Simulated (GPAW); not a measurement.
# CdSe (Cadmoselite): single point with PBEsol

**Measured values to compare with.**

From a printed reference work, data compilation, for a bulk crystal of CdSe at 2 K: band gap 1.841 eV.

Crystal: CdSe (Cadmoselite).

```
CELL_PARAMETERS angstrom
4.30000 0.00000 0.00000
-2.15000 3.72391 0.00000
0.00000 0.00000 7.02000
ATOMIC_POSITIONS crystal
Cd 0.66667 0.33333 0.50000
Cd 0.33333 0.66667 0.00000
Se 0.66667 0.33333 0.88500
Se 0.33333 0.66667 0.38500
```

- Program: GPAW 26.7.0
- Task: single point
- Functional: PBEsol
- Potentials or basis: PAW data sets generated in the run's folder for this functional
- Cutoff: 600 eV
- Basis: pw
- k mesh: 7 × 7 × 4
- Occupations: fermi-dirac, width 0.05 eV
- Spin: no spin polarisation
- Maxiter: 150

```json
{"Pressure": "0.0 GPa", "Largest force": "0.266 eV/Å", "Band gap on the k mesh": "0.57 eV, direct"}
```

Forces on the atoms (eV/Å):
```
Cd   0.000  0.000  0.265
Cd   0.000  0.000  0.266
Se   0.000  0.000 -0.265
Se   0.000  0.000 -0.266
```

Stress tensor (GPa, compression positive):
```
 0.57  0.00  0.00
 0.00  0.57  0.00
 0.00  0.00 -1.23
```

Levels at points of the mesh, in eV from the valence-band top:
| k point | band 14 | band 15 | band 16 | band 17 | band 18 | band 19 | band 20 | band 21 | band 22 | band 23 |
| --- | --- | --- | --- | --- | --- | --- | --- | --- | --- | --- |
| (0.00, 0.00, 0.00) | -0.73 | -0.73 | -0.01 | 0.00 | 0.00 | 0.57 | 2.01 | 5.78 | 5.78 | 6.03 |
| (0.00, 0.00, 0.50) | -2.61 | -0.38 | -0.38 | -0.38 | -0.38 | 2.23 | 2.23 | 5.70 | 5.70 | 6.16 |

Wall time 60 s on 1 thread of Arm Neoverse V1 (shared host), peak memory 0.24 GiB.

Against the measured gap of CdSe, 1.841 eV (2 K; a printed reference work, data compilation), the calculated 0.57 eV is off by -1.27 eV. So large a miss can be the level of theory's own, or it may mean another phase, state or a wrong row. Spin-orbit coupling on Cd, Se is left out. The value is that of PBEsol, without temperature or zero-point motion. Semilocal functionals fall short of measured gaps as a rule.
